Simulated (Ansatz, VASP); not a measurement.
AlRu in VASP and in Ansatz

```
CELL_PARAMETERS angstrom
2.66535 0.00000 0.00000
0.00000 2.66535 0.00000
0.00000 0.00000 3.76880
ATOMIC_POSITIONS crystal
Al 0.00000 0.00000 0.00000
Ru 0.50000 0.50000 0.50000
```

Alike in both runs: task single point; functional PBEsol; k mesh 18 × 18 × 18; occupations gaussian, width 0.15 eV; no spin polarisation.

|  | VASP | Ansatz |
| --- | --- | --- |
| version | VASP 6.6.1 | Ansatz 0.2.0 |
| potentials or method | VASP PAW PBE potentials, release 64 (Al, Ru_pv) | scalar-relativistic, plane waves, PAW |
| plane-wave cutoff (eV) | 520 | 420 |
| valence electrons in the cell | 17 | 19 |

VASP gave:

```
gap on the k mesh at the Fermi level (eV)       : none
pressure (GPa)                                  : 5.1
largest component of the traceless stress (GPa) : 14.88
```

Problem. What did Ansatz give for the same quantities?

Solution. gap on the k mesh at the Fermi level (eV): none; pressure (GPa): 5.0; largest component of the traceless stress (GPa): 14.85.

A gap of «none» marks a metal or a gap that the smearing closes. The two sets of potentials don't hold the same shells in valence.

Caveats: the PAW data sets were made with another functional, which shifts forces and pressure a little (VASP).
